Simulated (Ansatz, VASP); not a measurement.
**One calculation of Al3Au, two programs**

```
Au Al
1.0
    -2.02533    2.02533    4.05660
     2.02533   -2.02533    4.05660
     2.02533    2.02533   -4.05660
Au Al
1 3
Direct
  0.00000 0.00000 0.00000
  0.50000 0.50000 0.00000
  0.25000 0.75000 0.50000
  0.75000 0.25000 0.50000
```

The cell comes from a database or a generator and needn't be the stable form of this composition.

Alike in both runs: functional PBEsol; k mesh 5 × 5 × 5; occupations fermi-dirac, width 0.05 eV; no spin polarisation.

|  | VASP | Ansatz |
| --- | --- | --- |
| version | VASP 6.6.1 | Ansatz 0.2.0 |
| potentials or method | VASP PAW PBE potentials, release 64 (Au, Al) | Ansatz PAW |
| plane-wave cutoff (eV) | 520 | 420 |
| valence electrons in the cell | 20 | 28 |
| task | single point | band structure |

|  | VASP | Ansatz | Ansatz less VASP |
| --- | --- | --- | --- |
| gap on the k mesh at the Fermi level (eV) | none | none | - |
| pressure (GPa) | -2.7 | -2.7 | +0.06 |
| largest component of the traceless stress (GPa) | 0.38 | 0.38 | +0.008 |

A gap of «none» marks a metal or a gap that the smearing closes. The two sets of potentials don't hold the same shells in valence.

Caveats: the k mesh is coarse (spacing up to 0.44 Å⁻¹), so the values aren't converged; the PAW data sets were made with another functional, which shifts forces and pressure a little (VASP); spin-orbit coupling is left out, which moves the levels of the heavy elements (Ansatz); the PAW data sets come from PBE, with cores solved anew for the run's functional, which leaves a small shift of forces and pressure (Ansatz). Spin-orbit coupling is left out, which matters for the levels of Au.
